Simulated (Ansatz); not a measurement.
# Lattice dynamics of RbBr (Fm-3m), part 3 of 3

Wanted: phonon frequencies of RbBr (Fm-3m) and what follows from them.

Ansatz 0.2.0; DFT LDA, scalar-relativistic, plane waves, PAW; PAW set soft_1.

So far. Step 3 (Relaxing to small forces for the phonons): The forces vanish by symmetry and the pressure is -0.007 GPa, within the tolerances set. The cell now holds 37.07 Å³/atom. Step 4 (Linear response at the zone centre): Before it was imposed, the acoustic sum rule was missed by 4.9e-4 eV/Å² and the charge sum rule by 6.0e-5 e. Small misses are needed for a sound result but don't prove that mesh and cutoff are converged. The relaxed cell has a = 6.669 Å (conventional setting).

The database entry behind the starting cell differs from later determinations by our own check (about 0.5 % short), so it need not match the best structure at ambient conditions.

## (5) The dispersion

Stability and thermal properties need the whole zone. Linear response on a 4×4×4 q mesh gives force constants as far as a supercell of that size would, and the tensors from the zone-centre run are typed in so that the long-range dipole term is interpolated apart.

input.yaml

```yaml
crystal:
  lattice:
    - [0.0, 3.3344048055, 3.3344048055]
    - [3.3344048055, 0.0, 3.3344048055]
    - [3.3344048055, 3.3344048055, 0.0]
  atoms:
    - { symbol: Rb, position: [0.0, 0.0, 0.0] }
    - { symbol: Br, position: [0.5, 0.5, 0.5] }
kpoints:
  mp_grid: { grid: [8, 8, 8] }
hamiltonian:
  xc: lda
  pseudopotentials: { kind: paw, azcp: { folder: soft_1 }, xc_functional: pbe }
scf:
  occupations: { method: fixed }
output:
  eigenvalues: true
phonons:
  method: dfpt
  qmesh: [4, 4, 4]
  temperatures: { t_max: 1000, t_step: 50 }
  qpath:
    path:
      - [[0.0, 0.0, 0.0], [0.5, 0.0, 0.5], [0.625, 0.25, 0.625]]
      - [[0.375, 0.375, 0.75], [0.0, 0.0, 0.0], [0.5, 0.5, 0.5], [0.5, 0.25, 0.75], [0.5, 0.0, 0.5]]
    npoints: 10
  non_analytic_term:
    high_frequency_dielectric_tensor: [[2.7295, 0.0, 0.0], [0.0, 2.7295, 0.0], [0.0, 0.0, 2.7295]]
    born_effective_charges:
      - { species: Rb, tensor: [[1.1414, 0.0, 0.0], [0.0, 1.1414, 0.0], [0.0, 0.0, 1.1414]] }
      - { species: Br, tensor: [[-1.1414, 0.0, 0.0], [0.0, -1.1414, 0.0], [0.0, 0.0, -1.1414]] }
    source: "zone-centre run at this cell"
```

Command:

```bash
$ ansatz run input.yaml --threads 4 --pin off --max-ram 10240MiB --backend cpu --events-out ev --progress --plain --runs-dir out
```

Numbers of over 12 decimals in the logs are rounded to 6 here.

Log:

```text
[...]
Crystal: 2 atoms, lattice volume = 74.146 Å³
Basis set: ecut = 420 eV, 1459 PW (Γ), exchange–correlation on 64×64×64 points (8 copies of the dense FFT grid, shifted against one another)
Bands: 12, of which v1, the nominal top of the filled ones, is band 8 counted from 1 (7 counted from 0)
Symmetry: 48 space group operations
k-points: 29 of 512
[...]
SCF iter   1: F=—  HF=-5868.740826 eV  |F-HF|=—  |Δ(HF+E_count)|=         —  Δρ=3.04e-2  dr2=1.36e0  ethr=3.10e-3  ⟨swp⟩=6.0  Hψ=1963  notcnv=0  defer=50
[...]
SCF iter   9: F=-5868.152155 eV  HF=-5868.152155 eV  |F-HF|=0.00e0  |Δ(HF+E_count)|=  6.37e-12  Δρ=1.40e-8  dr2=1.14e-13  ethr=1.00e-12  ⟨swp⟩=8.1  Hψ=2169  notcnv=0
SCF 1 converged in 9 iterations: F = -5868.152155 eV  dr2 = 1.14e-13
[...]
NSCF: frozen V_eff on 29 k-points
[...]
DFPT response loops at q = (0, 0, 0) (fractional): preconditioner auto → none (the input reference at scf.mixing.eps_inf says where Resta's filter doesn't serve); β = 0.50; Broyden in place of MSR1
[...]
SCF converged after 9 iterations
Free energy (F): -5868.152155 eV
[...]
Internal energy: -5868.152155 eV  (E = F + TS)
E sigma→0 (E₀):  -5868.152155 eV
Fermi energy:    1.542963 eV
[...]
--- Band table (eV; the first three rows and the last of 29) ---
  k-point 0: bands = [... 4 lower, -6.7323, 1.5430, 1.5430, 1.5430, 5.6997, 8.5898, 8.5898, 8.5898]
  k-point 1: bands = [... 4 lower, -6.7223, 1.3069, 1.4697, 1.4697, 6.1323, 8.4801, 8.7934, 8.7934]
  k-point 2: bands = [... 4 lower, -6.6984, 0.8444, 1.3028, 1.3028, 7.1009, 8.4688, 9.3798, 9.3798]
  k-point 28: bands = [... 4 lower, -6.7042, 0.9296, 1.1598, 1.1598, 8.4010, 8.4010, 9.8549, 10.2523]
--- Phonons (Γ-DFPT): 2 representative perturbations + reference (Σ response iterations 6) ---
  ASR residual: 1.347e-5 → 0.000e0 eV/Å²; symmetrization residual: 1.277e-5 eV/Å²
  ASR residual per site (eV/Å²): 1.35e-5 6.75e-6
  Γ frequencies (cm⁻¹): 0.00 0.00 0.00 99.23 99.23 99.23
--- Phonons (arbitrary-q DFPT): 8 irreducible q on the 4×4×4 mesh ---
  q = [0.0000, 0.0000, 0.0000] (star 1, of the zone-centre solve; hermiticity 1.71e-5, symmetrization 1.78e-13): 0.00 0.00 0.00 99.23 99.23 99.23
  q = [0.0000, 0.0000, 0.2500] (star 8, 2 solved perturbations on 288 of 512 k-point pairs; hermiticity 1.09e-5, symmetrization 3.15e-8): 41.79 41.79 52.98 93.34 93.34 123.75
[...]
q = [0.0000, 0.2500, 0.2500] (star 6, 4 solved perturbations in 528 linear systems a pass and spin channel, the states on 164 of 512 k-point pairs; hermiticity 1.06e-5, symmetrization 4.28e-8): 22.04 22.04 76.84 100.62 100.62 102.49
[...]
sum rule: each row above includes the acoustic sum rule's correction from the zone centre's row sums; it moved no ω² by more than (0.21 cm⁻¹)²
  mesh force constants: q→R imaginary residual 5.42e-18; ASR residual 1.347e-5 → 0.000e0 eV/Å²; symmetrization residual 2.220e-15 eV/Å²
  interpolated dispersion: 63 rows × 6 modes
  density of states and harmonic sums: on the 16×16×16 q-mesh, interpolated from the force constants of a 4×4×4 supercell (with the dipole–dipole term of supplied tensors)
  largest difference from the sums on the solved wave vectors: F 1.46e-2 eV, S 1.86e-5 and C_V 3.97e-6 eV/K
  zero-point energy: 0.028384 eV/cell   skipped modes (ω ≤ 0): 3   left out of the sums: 1.22e-4 of the cell's modes: C_V's classical limit lies that fraction below 3 k_B per atom; for a crystal, a wire or a layer, F and S can be off by more, and a phonons.interpolated_qmesh denser along its periods is the remedy for the sampling
```

The job ended after 94 s (4 threads of Arm Neoverse V1, shared host; peak memory 1.1 GiB; 5.9 min of CPU time).

Numbers from this step:

```
sum-rule residual before enforcement                    : 1.35e-5 eV/Å²
lowest frequency on the path                            : 0 cm⁻¹
highest frequency on the path or at a solved wavevector : 132.4 cm⁻¹
mean frequency                                          : 76.3 cm⁻¹
Debye temperature (second moment)                       : 150 K
logarithmic mean frequency                              : 70.9 cm⁻¹
lowest mode on the q mesh (acoustic modes at Γ apart)   : 22.04 cm⁻¹
zero-point energy per atom                              : 14.19 meV
heat capacity at 300 K                                  : 24.63 J/(mol atoms K)
vibrational entropy at 300 K                            : 52.00 J/(mol atoms K)
```

Frequencies (cm⁻¹) solved at each irreducible wavevector; negative means imaginary. Frequencies by wavevector, by row:

```csv
q in reciprocal lattice units,star,mode 1,mode 2,mode 3,mode 4,mode 5,mode 6
0 0 0,1,0,0,0,99.2,99.2,99.2
0 0 0.25,8,41.8,41.8,53,93.3,93.3,123.8
0 0 -0.5,4,71.8,71.8,76.8,76.8,92.9,100.6
0 0.25 0.25,6,22,22,76.8,100.6,100.6,102.5
0 0.25 -0.5,24,47.3,58,65.7,94.5,97.7,102.5
0 0.25 -0.25,12,36.9,71.7,76.7,82.9,99.4,102.1
0 -0.5 -0.5,3,30,30,56.7,101.8,101.8,104.8
0.25 -0.5 -0.25,6,46.2,46.2,79.3,81,103.4,103.4
```

Interpolated from a 4×4×4 q mesh, with the LO-TO term (at Γ the limit along the path; where Γ stands inside the path, tables give the limit on arrival). The phonon branches at the labelled points (cm⁻¹):

```csv
point,branch 1,branch 2,branch 3,branch 4,branch 5,branch 6
Γ,0,0,0,99,99,132
halfway,22,22,77,101,101,102
X,30,30,57,102,102,105
halfway,36,40,56,100,102,104
U,48,52,61,95,100,104
jump to K,48,52,61,95,100,104
halfway,28,58,67,85,101,114
Γ,0,0,0,99,99,132
halfway,42,42,53,93,93,124
L,72,72,77,77,93,101
halfway,57,58,82,82,98,100
W,46,46,79,81,103,103
halfway,36,51,54,97,102,104
X,30,30,57,102,102,105
```

The phonon branches as a text plot (rows in cm⁻¹):

```
    130 |***                        *******
    124 |   *                     **       **
    119 |                        *           *
    113 |    **                 *             **
    108 |                      *
    102 | ****************************          *****************
     97 |*       *      **** **   **********        ***      **
     91 |       *          **    *          **   ***        *
     86 |       *           *** *             ***          *
     80 |        *           ***               ** *********
     74 |      *           *   *                 *         *
     69 |         **         ****             * * **
     63 |    **           * *                * *    **      *
     58 |           **** * *    **            *       *      * **
     52 |   *           ***                 *          **   ***
     47 |               ****     *           *           ***  *
     41 |              **   *     **       **              **
     36 |  *           *     ***  **       *                 ***
     30 |         *****         *   *     *                    **
     25 |       **               *  *     *
     19 | *  ***                  **     *
     14 |   *                       **
      8 |  *                         *  *
      3 |**                           **
         Γ           X  U|K            Γ         L        W     X
```

Tetrahedra on a 16×16×16 mesh, mean over bins of 2 cm-1. Interpolated from a 4×4×4 q mesh. Phonon density of states against wavenumber; read off at these points:

wavenumber (cm⁻¹), phonon density of states (1/cm⁻¹/cell) and a bar:
```
      1.0      0.000 
      5.0      0.000 
     11.0      0.002 
     15.0      0.005 #
     19.0      0.008 #
     23.0      0.014 ##
     29.0      0.028 ###
     33.0      0.041 #####
     37.0      0.044 #####
     41.0      0.048 ######
     47.0      0.056 #######
     51.0      0.057 #######
     53.0      0.064 ########
     55.0      0.058 #######
     61.0      0.057 #######
     65.0      0.056 #######
     69.0      0.055 #######
     73.0      0.039 #####
     77.0      0.084 ##########
     79.0      0.074 #########
     83.0      0.048 ######
     87.0      0.080 #########
     93.0      0.094 ###########
     97.0      0.114 #############
    101.0      0.204 ########################
    103.0      0.254 ##############################
    105.0      0.049 ######
    111.0      0.018 ##
    115.0      0.014 ##
    119.0      0.011 #
    123.0      0.009 #
    129.0      0.005 #
    133.0      0.000
```

Phonopy on the run's constants, 15x15x15 mesh, Gaussian sigma 2.0 cm-1. Interpolated from a 4×4×4 q mesh. Table of partial phonon density of states by wavenumber; read off at these points; values in 1/cm⁻¹/cell:

```csv
wavenumber (cm⁻¹),Br,Rb
-5.0,1.0e-6,1.0e-6
0.0,8.8e-5,9.0e-5
5.0,1.9e-4,2.1e-4
10.0,9.0e-4,9.6e-4
15.0,0.00266,0.00281
20.0,0.00466,0.00490
25.0,0.00900,0.00938
30.0,0.0161,0.0165
35.0,0.0211,0.0216
40.0,0.0238,0.0242
45.0,0.0260,0.0267
50.0,0.0276,0.0286
55.0,0.0305,0.0324
60.0,0.0252,0.0296
65.0,0.0245,0.0313
70.0,0.0217,0.0306
75.0,0.0323,0.0229
80.0,0.0341,0.0248
85.0,0.0418,0.0269
90.0,0.0447,0.0346
95.0,0.0537,0.0495
100.0,0.0859,0.0958
101.6,0.0928,0.109
105.0,0.0432,0.0528
110.0,0.00917,0.0112
115.0,0.00634,0.00714
120.0,0.00512,0.00538
125.0,0.00376,0.00375
130.0,0.00191,0.00183
135.0,1.0e-4,1.0e-4
140.0,0,0
```

Second derivatives of the energy by pair, one row for each kind of neighbour of each atom listed. Each entry sums the pair over the periodic images of the supercell that the q mesh stands for, and in a polar crystal it holds the long-range dipole part too. Force constants by pair, by row:

```csv
atom,neighbour,distance (Å),third of the trace (eV/Å²),along the pair's line (eV/Å²)
Rb1,itself,0,2.032,–
Rb1,Br,3.334,-0.3022,-0.7105
Rb1,Rb,4.716,-0.0128,-0.1841
Rb1,Br,5.775,4.00e-4,0.0639
Rb1,Rb,6.669,-0.0222,-0.0814
Rb1,Br,7.456,0.0065,0.0412
Br2,itself,0,1.897,–
Br2,Rb,3.334,-0.3022,-0.7105
Br2,Br,4.716,-9.00e-4,-0.1061
Br2,Rb,5.775,4.00e-4,0.0639
Br2,Br,6.669,-0.0246,-0.0923
Br2,Rb,7.456,0.0065,0.0412
```

Harmonic thermodynamic functions per atom, from the density of states. Interpolated from a 4×4×4 q mesh. Thermodynamic functions, by row:

```csv
T (K),F_vib (meV/atom),S (J/mol-atom/K),C_V (J/mol-atom/K)
0,14.19,0,0
50,11.95,11.91,16.78
100,1.94,25.78,22.38
200,-34.08,42.08,24.26
300,-83.17,52,24.63
400,-140.9,59.1,24.77
500,-205.1,64.64,24.83
600,-274.6,69.17,24.86
700,-348.3,73,24.88
800,-425.7,76.33,24.9
900,-506.4,79.26,24.91
1000,-589.9,81.88,24.91
```

Harmonic mean-square displacement, third of the trace. Interpolated from a 4×4×4 q mesh. Mean square displacements, by row:

```csv
T (K),Rb1 U_eq (Å²),Br2 U_eq (Å²)
0,0.0031,0.00328
100,0.00951,0.00993
300,0.02729,0.02847
600,0.05434,0.05669
```

Symmetry leaves 8 wavevectors to solve. The lowest mode among them, the acoustic zeros apart, lies at q = (0, 0.25, 0.25) and is real, 22.0 cm⁻¹.

## (6) Finite displacements in a supercell

Finite displacements in a 2×2×2 supercell give force constants from forces alone. They are exact at the wavevectors that the supercell holds, where they check the linear-response result.

Edit input.yaml of step 5 so:

```diff
@@ -18,4 +18,4 @@
 phonons:
-  method: dfpt
-  qmesh: [4, 4, 4]
+  method: fd
+  supercell: [2, 2, 2]
   temperatures: { t_max: 1000, t_step: 50 }
```

Log:

```text
[...]
Crystal: 16 atoms, lattice volume = 593.164 Å³
Basis set: ecut = 420 eV, 11575 PW (Γ)
Bands: 80, of which v1, the nominal top of the filled ones, is band 64 counted from 1 (63 counted from 0)
Symmetry: 384 space group operations
k-points: 8 of 64
[...]
SCF iter   1: F=—  HF=-46945.217232 eV  |F-HF|=—  |Δ(HF+E_count)|=         —  Δρ=9.81e-8  dr2=4.46e-11  ethr=1.00e-12  ⟨swp⟩=3.0  Hψ=1597  notcnv=0
[...]
SCF iter   2: F=-46945.217232 eV  HF=-46945.217232 eV  |F-HF|=0.00e0  |Δ(HF+E_count)|=  1.46e-11  Δρ=4.37e-8  dr2=5.63e-12  ethr=1.00e-12  ⟨swp⟩=3.6  Hψ=1655  notcnv=0
SCF 1 converged in 2 iterations: F = -46945.217232 eV  dr2 = 5.63e-12
[...]
Symmetry: 8 space group operations
k-points: 13 of 64 (time reversal used)
[...]
SCF iter   1: F=—  HF=-46945.217230 eV  |F-HF|=—  |Δ(HF+E_count)|=         —  Δρ=3.09e-5  dr2=1.24e-5  ethr=1.39e-9  ⟨swp⟩=4.5  Hψ=4458  notcnv=0  defer=94
eigensolver tolerance schedule calibrated: the retry pair's looser diagonalisation under-reported the residual by θ = 0.86 (0.13/decade); ethr = c·dr2/N_el runs at the constant in force after the calibration composes with the one it found (an armed cap, an earlier calibration), c = 5.5e-2
SCF iter   2: F=—  HF=-46945.217226 eV  |F-HF|=—  |Δ(HF+E_count)|=   4.05e-6  Δρ=1.05e-5  dr2=1.45e-6  ethr=1.39e-9  ⟨swp⟩=2.0  Hψ=1706  notcnv=0  defer=94
[...]
SCF iter   6: F=-46945.217225 eV  HF=-46945.217225 eV  |F-HF|=7.28e-12  |Δ(HF+E_count)|=  3.64e-11  Δρ=2.32e-8  dr2=4.01e-12  ethr=1.00e-12  ⟨swp⟩=5.0  Hψ=5182  notcnv=0
SCF 2 converged in 6 iterations: F = -46945.217225 eV  dr2 = 4.01e-12
[...]
SCF iter   6: F=-46945.217226 eV  HF=-46945.217226 eV  |F-HF|=2.18e-11  |Δ(HF+E_count)|=  7.28e-12  Δρ=1.30e-8  dr2=1.38e-12  ethr=1.00e-12  ⟨swp⟩=5.9  Hψ=4821  notcnv=0
SCF 3 converged in 6 iterations: F = -46945.217226 eV  dr2 = 1.38e-12
[...]
SCF converged after 2 iterations
Free energy (F): -46945.217232 eV
[...]
Internal energy: -46945.217232 eV  (E = F + TS)
E sigma→0 (E₀):  -46945.217232 eV
Fermi energy:    1.542963 eV
[...]
--- Band table (eV; the first three rows and the last of 8) ---
  k-point 0: bands = [... 60 lower, 1.3771, 1.5430, 1.5430, 1.5430, 5.6997, 6.7450, 6.7450, 6.7450, ... 12 higher]
  k-point 1: bands = [... 60 lower, 1.3340, 1.3340, 1.4697, 1.4697, 6.1323, 7.0170, 7.0170, 7.0170, ... 12 higher]
  k-point 2: bands = [... 60 lower, 1.3028, 1.3028, 1.3028, 1.3028, 7.1009, 7.1009, 7.7037, 7.7037, ... 12 higher]
  k-point 7: bands = [... 60 lower, 1.3729, 1.3729, 1.3729, 1.3729, 7.5822, 7.5822, 7.5822, 7.5822, ... 12 higher]
--- Phonons: 2 displaced members + reference (amplitude 0.0025 Å, Σ member SCF iterations 12) ---
  symmetry images taken by strict's conditions (phonons.symmetry_images: auto; settled by no image being taken that strict refuses); asymmetry of the core-correction force 4.4e-14 eV/Å at the most on a site, 3.5e-13 eV/Å summed over every site of the supercell
  ASR residual: 4.557e-5 → 0.000e0 eV/Å²; symmetrization residual: 4.912e-5 eV/Å²
  largest component of a force at the reference: 2.7e-28 eV/Å
  ASR residual per site (eV/Å²): 3.31e-5 4.56e-5
  Γ frequencies (cm⁻¹): 0.00 0.00 0.00 99.23 99.23 99.23
[...]
```

Wall time 29 s (4 threads); peak memory 1.3 GiB; 1.8 min of CPU time.

This step gave:

| Property | Result |
| --- | --- |
| atoms in the supercell | 16 |
| sum-rule residual before enforcement | 4.56e-5 eV/Å² |

Interpolated from a 2×2×2 supercell, with the LO-TO term (at Γ the limit along the path; where Γ stands inside the path, tables give the limit on arrival). Phonon branches along the path, in cm⁻¹:

```csv
point,branch 1,branch 2,branch 3,branch 4,branch 5,branch 6
Γ,0,0,0,99,99,132
halfway,26,26,76,102,102,103
X,30,30,57,102,102,105
halfway,35,40,55,100,101,105
U,46,51,60,95,99,105
jump to K,46,51,60,95,99,105
halfway,31,58,67,84,103,114
Γ,0,0,0,99,99,132
halfway,42,42,54,93,93,123
L,72,72,77,77,93,101
halfway,57,57,81,82,98,101
W,46,46,78,78,104,104
halfway,36,50,54,96,103,105
X,30,30,57,102,102,105
```

The phonon branches as a text plot (rows in cm⁻¹):

```
    130 |***                        *******
    124 |                         **       **
    119 |   *                    *           *
    113 |    **                 *             *
    108 |               ****   *               *
    102 | ***************   **********          *****************
     97 |*       *      **** **     ********        ***       *
     91 |       *          **    ***        **  ****        **
     86 |       *           *** *             **
     80 |        *             *               ** **********
     74 |      *           * ***              *  *         *
     69 |         **         ****               * **
     63 |    **             *                * *    *       *
     58 |           **** **     **            *      **      * **
     52 |               ****                **         **   ***
     47 |   *           * ***    *                       ***
     41 |              ***   **   **       **              ** *
     36 |  *           *       *  **      **                 ***
     30 |       *******         *   *                          **
     25 |    ***                 *  *    **
     19 | * *                     **     *
     14 |  *                        **  *
      8 | *                          *  *
      3 |*                            **
         Γ           X  U|K            Γ         L        W     X
```

Tetrahedra on a 16×16×16 mesh, mean over bins of 2 cm-1. Interpolated from a 2×2×2 supercell. Table of phonon density of states by wavenumber; read off at these points:

```csv
wavenumber (cm⁻¹),phonon density of states (1/cm⁻¹/cell)
1.0,1.0e-5
7.0,3.2e-4
13.0,0.00204
19.0,0.00555
27.0,0.0154
33.0,0.0438
39.0,0.0507
45.0,0.0596
51.0,0.0653
57.0,0.0635
63.0,0.0564
71.0,0.0420
77.0,0.0772
83.0,0.0605
89.0,0.0689
95.0,0.0945
101.0,0.184
103.0,0.219
107.0,0.0300
115.0,0.0142
121.0,0.00985
127.0,0.0061
133.0,0
```

At Γ the two methods differ by at most 0.0 cm⁻¹.

## (7) Results

| Item | Value |
| --- | --- |
| space group after relaxation (within 0.01 Å) | Fm-3m |
| volume per atom | 37.1 Å³ |
| gap on the k-mesh | 4.16 eV |
| highest optical mode at the zone centre (no LO-TO term) | 99.2 cm⁻¹ |
| top of the zone-centre spectrum with the field | 132 cm⁻¹ |
| lowest optical zone-centre mode | 99.2 cm⁻¹ |
| mean high-frequency dielectric constant | 2.73 |
| mean static dielectric constant | 4.86 |
| largest Born charge (third of the trace) | 1.14 e |
| lowest mode on the q mesh (acoustic modes at Γ apart) | 22.0 cm⁻¹ |
| highest frequency on the path or at a solved wavevector | 132 cm⁻¹ |
| zero-point energy per atom | 14.2 meV |
| heat capacity at 300 K | 24.6 J/(mol atoms K) |
| vibrational entropy at 300 K | 52.0 J/(mol atoms K) |
| Debye temperature (second moment) | 150 K |
| imaginary modes on the 4×4×4 q mesh | none |

In words: The structure is a minimum as far as tested: no mode is imaginary at the 8 irreducible wavevectors of the 4×4×4 mesh, and the softest away from the acoustic zeros lies at 22 cm⁻¹. Without the field, the optical modes at Γ form one degenerate level at 99 cm⁻¹. With the macroscopic field of the longitudinal modes the top of the zone-centre spectrum lies at 132 cm⁻¹, against 99 cm⁻¹ without it. Lattice motion raises the mean dielectric constant from 2.729 to 4.856. The strongest infrared line is at 99 cm⁻¹. Finite displacements and linear response differ by 0.0 cm⁻¹ in the highest zone-centre mode. The PAW files were made for PBE and serve the other functionals too. These are harmonic frequencies at zero temperature: anharmonic shifts, linewidths and thermal expansion are left out.

[Logs are printed without paths, hosts, clocks, repeated set-up lines and the standing remarks that a program may print on its own settings, such as how far it seeks lower states.]

[Hosts, paths, dates, database ids (printed as entryN), source tags and the programs' standing remarks are cut or masked in the printed files.]
